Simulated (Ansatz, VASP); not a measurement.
Given: the input of a run of Ansatz 0.2.0 on BN.

The input input.yaml:

```yaml
crystal:
  lattice:
    - [0.0, 3.5638688387, 2.2085744028]
    - [1.2761801381, 0.0, 2.2085744028]
    - [1.2761801381, 3.5638688387, 0.0]
  atoms:
    - { symbol: "N", position: [0.66665134, 0.66665134, 0.33334866] }
    - { symbol: B, position: [4.865e-05, 4.865e-05, 0.99995135] }
kpoints:
  mp_grid: { grid: [13, 13, 13] }
scf:
  occupations: { method: fermi_dirac, width: 0.05 }
hamiltonian:
  xc: pbe
  pseudopotentials: { kind: all_electron, lapw: { basis_error: 0.0005 } }
output:
  forces: true
  stress: true
  eigenvalues: true
```

Potentials or basis: all-electron LAPW, scalar-relativistic.

Launch:

```console
$ ansatz run input.yaml --threads 1 --pin off --max-ram 3072MiB --backend cpu --events-out ev --progress --plain --runs-dir out
```

Q: Set up the same calculation for VASP 6.6.1. Potentials there: VASP PAW PBE potentials, release 64 (N, B).

A: As run (the cutoff follows the program's own potentials):

INCAR

```
SYSTEM = BN
PREC = Accurate
ENCUT = 520
EDIFF = 1E-7
ISMEAR = -1
SIGMA = 0.05
LREAL = .False.
LASPH = .True.
NELM = 60
ALGO = Normal
ISIF = 2
LWAVE = .False.
LCHARG = .True.
GGA = PE
LELF = .True.
LVHAR = .True.
NBANDS = 11
```

KPOINTS

```
regular mesh
0
Gamma
  13 13 13
  0 0 0
```

Contents of POSCAR:

```
BN
1.0
    0.0000000000      3.5638688387      2.2085744028
    1.2761801381      0.0000000000      2.2085744028
    1.2761801381      3.5638688387      0.0000000000
N B
1 1
Direct
    0.6666513400      0.6666513400      0.3333486600
    0.0000486500      0.0000486500      0.9999513500
```

Potentials or basis: VASP PAW PBE potentials, release 64 (N, B).

The run is started by

```bash
$ cat potpaw_PBE.64/N/POTCAR potpaw_PBE.64/B/POTCAR > POTCAR
$ mpirun -np 1 vasp_std > vasp.out
```

Both were run:

|  | VASP | Ansatz | Ansatz less VASP |
| --- | --- | --- | --- |
| gap on the k mesh at the Fermi level (eV) | 3.85 | 3.85 | +0.001 |
| least direct gap on the mesh (eV) | 4.51 | 4.51 | -0.001 |
| pressure (GPa) | -9.1 | -9.2 | -0.09 |
| largest component of the traceless stress (GPa) | 10.32 | 10.54 | +0.215 |
| rms of the force components (eV/Å) | 0.004 | 0.004 | -0.0001 |

Atom by atom the forces differ by 0.000 eV/Å (rms over components). Ansatz ran all-electron here, so the differences hold the error of VASP's frozen core and of both bases.

Caveats: an odd mesh through Γ misses points on the zone boundary, where band edges often lie.
